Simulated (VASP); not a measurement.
Set up this calculation in VASP 6.6.1, as the native input.

```yaml
Task: relaxation of cell and atoms
Functional: RPBE
Potentials_or_basis: VASP PAW PBE potentials, release 64 (Li_sv)
Cutoff: 600 eV
k_mesh: 16 × 16 × 16
Occupations: gaussian, width 0.1 eV
Spin: no spin polarisation
Further_INCAR_settings: ALGO = Normal; EDIFF = 1e-07; IBRION = 2; EDIFFG = -0.005; NSW = 90; ISIF = 3
```

The structure of Li lies in POSCAR:

```
Li
1.0
   -1.7392550000      1.7392550000      1.7392550000
    1.7392550000     -1.7392550000      1.7392550000
    1.7392550000      1.7392550000     -1.7392550000
Li
1
Direct
    0.0000000000      0.0000000000      0.0000000000
```

One way to write it, as run:

INCAR

```
SYSTEM = Li
PREC = Accurate
ENCUT = 600
EDIFF = 1E-7
ISMEAR = 0
SIGMA = 0.1
LREAL = .False.
LASPH = .True.
NELM = 80
ALGO = Normal
ISIF = 3
LWAVE = .False.
LCHARG = .False.
GGA = RP
IBRION = 2
NSW = 90
EDIFFG = -0.005
```

KPOINTS

```
regular mesh
0
Gamma
  16 16 16
  0 0 0
```

Potentials or basis: VASP PAW PBE potentials, release 64 (Li_sv).

The run is started by

```console
$ cat potpaw_PBE.64/Li_sv/POTCAR > POTCAR
$ mpirun -np 1 vasp_std > vasp.out
```

It gave:

```
Relaxed volume                         : 20.83 Å³/atom
Relaxed cell                           : a = 3.002 Å, b = 3.002 Å, c = 3.002 Å, α = 109.47°, β = 109.47°, γ = 109.47°
Space group after relaxing (to 0.05 Å) : Im-3m (No. 229)
Energy gained by relaxing              : 0.1 meV/atom
Ionic steps                            : 3
Pressure after relaxing                : 0.0 GPa
Band gap on the k mesh                 : none (metal or under the smearing width)
```

Caveat: the cutoff is under 1.25 times the usual one of these potentials, so pressure, stress and relaxed cells hold a basis-set (Pulay) error; the PAW data sets were made with another functional, which shifts forces and pressure a little.

Run time: 8.3 s on 1 thread of Intel(R) Xeon(R) 6975P-C (Granite Rapids), on a shared host, peak memory 0.14 GiB.
